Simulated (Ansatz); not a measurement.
AlN: start and end of a relaxation

A trial structure of AlN was built thus: 5-connected net, two elements alternating (I4/mcm, No. 140). Lengths were set from tabulated atomic sizes, so they are only a guess.

start.xyz

```xyz
8
Lattice="-3.1995 3.1995 1.8748 3.1995 -3.1995 1.8748 3.1995 3.1995 -1.8748" Properties=species:S:1:pos:R:3 pbc="T T T"
Al   -0.9373    2.2622    1.8748
Al    4.1368    0.9373    0.0000
Al    0.9373    2.2622    0.0000
Al    2.2622    0.9373    1.8748
N     0.9373    2.2622    1.8748
N     2.2622    0.9373    0.0000
N     2.2622   -0.9373    1.8748
N     0.9373    4.1368    0.0000
```

Computed with Ansatz 0.2.0, DFT PBE, scalar-relativistic, plane waves, PAW. Cutoff 420 eV, Gaussian smearing, Γ-centred meshes. Cell and atoms relax first on a coarse mesh and then on a converged one. In between, the cell is made exact in the group found at 0.06 Å. The steps can't lower the symmetry of their start. No spin polarisation.

end.xyz

```xyz
8
Lattice="-3.2896 3.2896 2.0559 3.2896 -3.2896 2.0559 3.2896 3.2896 -2.0559" Properties=species:S:1:pos:R:3 pbc="T T T"
Al   -0.9680    2.3215    2.0559
Al    4.2576    0.9680    0.0000
Al    0.9680    2.3215    0.0000
Al    2.3215    0.9680    2.0559
N     0.9897    2.2998    2.0559
N     2.2998    0.9897    0.0000
N     2.2998   -0.9897    2.0559
N     0.9897    4.2793    0.0000
```

The symmetry stays I4/mcm (No. 140). The volume per atom grows by 15.9 %, from 9.6 to 11.1 Å³. The shortest distance goes from 1.87 Å (Al–N) to 1.88 Å (Al–N). The energy falls by about 0.20 eV/atom (the start's value is from the coarse mesh).

| Item | Value |
| --- | --- |
| Volume per atom | 11.12 Å³ |
| Density | 3.06 g/cm³ |
| Formation energy | −1.136 eV/atom |
| Gap on the 8×8×8 mesh of the 8-atom cell | 2.21 eV |

Formation energies are uncorrected and refer to the elements' standard structures at the same level (N₂ as a molecule). It lies below the elements, which doesn't yet make it stable against other compounds or structures.

The last run used Gaussian smearing of 0.02 eV. Kohn–Sham gaps at this level usually fall short of measured ones. Symmetry constrained the relaxation, so the result can be a saddle point. In all, the 3 runs took 66 s on 1 thread of Intel(R) Xeon(R) Platinum 8259CL CPU @ 2.50GHz (Skylake/Cascade Lake) (shared host).
